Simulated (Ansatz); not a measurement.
# Straining SnO₂

Level of theory: DFT LDA, scalar-relativistic, plane waves, PAW (Ansatz). Settings: 420 eV cutoff, 6×6×8 k-mesh, Gaussian smearing of 0.02 eV, no spin polarisation.

The relaxed crystal:

```
Sn O
1.0
     4.72127    0.00000    0.00000
     0.00000    4.72425    0.00000
     0.00000    0.00000    3.19002
Sn O
2 4
Direct
  0.50000 0.50000 0.50000
  0.00000 0.00000 0.00000
  0.30557 0.30657 0.00000
  0.80557 0.19343 0.50000
  0.19443 0.80657 0.50000
  0.69443 0.69343 0.00000
```

Deformation: biaxial strain in the a-b plane, with the length and tilt of c and the atoms relaxed, all within the symmetry that the strain leaves. Energies are extrapolated to zero smearing. Gaps are Kohn–Sham gaps over the whole zone.

```tsv
strain (%)	ΔE (meV/atom)	a (Å)	b (Å)	c (Å)	gap (eV)
-6.0	91.8	4.438	4.441	3.364	1.78
-4.0	39.7	4.532	4.535	3.298	1.57
-2.0	9.6	4.627	4.630	3.240	1.36
+0.0	0.0	4.721	4.724	3.190	1.16
+2.0	9.1	4.816	4.819	3.148	0.97
+4.0	34.3	4.910	4.913	3.112	0.82
+6.0	72.8	5.005	5.008	3.083	0.72
```

(1) What stiffness (1/V) d²E/dε² at zero strain does a cubic fit over all points give?

(2) How does the free axis c answer a small strain?

(3) How fast does the gap move with strain on either side?

Answers

(1) A cubic fit gives (1/V) d²E/dε² = 617 GPa at zero strain (twice the biaxial modulus).

(2) Between the innermost points its strain is -0.72 times the applied one.

(3) -102 meV per percent on the compressed side and -93 meV per percent on the stretched side; it is direct at -2.0 %, direct at zero and direct at +2.0 %.